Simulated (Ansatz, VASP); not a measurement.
**One calculation of Bi, 3 ways**

The starting cell:

```xyz
1
Lattice="-1.9814 1.9814 1.9814 1.9814 -1.9814 1.9814 1.9814 1.9814 -1.9814" Properties=species:S:1:pos:R:3 pbc="T T T"
Bi    0.0000    0.0000    0.0000
```

This isn't the form of Bi at room conditions, which is rhombohedral.

Alike in all runs: task relaxation of cell and atoms; functional LDA; k mesh 9 × 9 × 9; occupations fermi-dirac, width 0.05 eV; no spin polarisation; no spin-orbit coupling. LDA stands for any of its common fits.

```csv
program and potentials,plane-wave cutoff (eV),notes,equilibrium volume (Å³/atom)
"Ansatz, Ansatz PAW",420,"potentials made for PBE, which Ansatz adapts in part",29.35
"VASP, LDA PAW files Bi_d, 600 eV",600,-,29.42
"Ansatz, all-electron LAPW, scalar-relativistic",-,-,29.36
```

The equilibrium volume spans 29.35 (Ansatz, Ansatz PAW) to 29.42 Å³/atom (VASP, LDA PAW files Bi_d, 600 eV), with all-electron results at 29.36. Relaxations stop with a little pressure left, so the last digit of a volume isn't settled.

The functional is the same throughout but for its coding, so the spread measures potentials, basis and numerics; runs on potential files found faulty are left out.
